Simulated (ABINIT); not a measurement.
W:

```
CELL_PARAMETERS angstrom
-1.58234 1.58234 1.58234
1.58234 -1.58234 1.58234
1.58234 1.58234 -1.58234
ATOMIC_POSITIONS crystal
W 0.00000 0.00000 0.00000
```

- Program: ABINIT 10.8.3 (patched build)
- Task: relaxation of cell and atoms
- Functional: LDA
- Potentials or basis: PseudoDojo NC SR LDA v0.4.1 standard
- Cutoff: 952 eV
- k mesh: 9 × 9 × 9
- Occupations: fermi-dirac, width 0.05 eV
- Spin: no spin polarisation

At the start: pressure -9.9 GPa; volume 15.85 Å³/atom.

Task: How do energy, volume and symmetry change on relaxing?

Result: Over 4 steps the energy falls by 15.3 meV/atom and the volume is 15.36 Å³/atom (-3.1 %); space group Im-3m (No. 229, to 0.05 Å).

Step by step:
| step | energy change (eV) | largest force (eV/Å) | pressure (GPa) | volume (Å³) |
| --- | --- | --- | --- | --- |
| 1 | 0.0000 | 0.0000 | -9.86 | 15.85 |
| 2 | -0.0153 | 0.0000 | -0.27 | 15.37 |
| 3 | -0.0153 | 0.0000 | 0.01 | 15.36 |
| 4 | -0.0153 | 0.0000 | 0.00 | 15.36 |

Final structure:
```cif
data_structure
_symmetry_space_group_name_H-M 'P 1'
_symmetry_Int_Tables_number 1
_cell_length_a 2.7124
_cell_length_b 2.7124
_cell_length_c 2.7124
_cell_angle_alpha 109.471
_cell_angle_beta 109.471
_cell_angle_gamma 109.471
_cell_volume 15.36
loop_
_atom_site_label
_atom_site_type_symbol
_atom_site_fract_x
_atom_site_fract_y
_atom_site_fract_z
_atom_site_occupancy
W1 W 0.00000 0.00000 0.00000 1
```
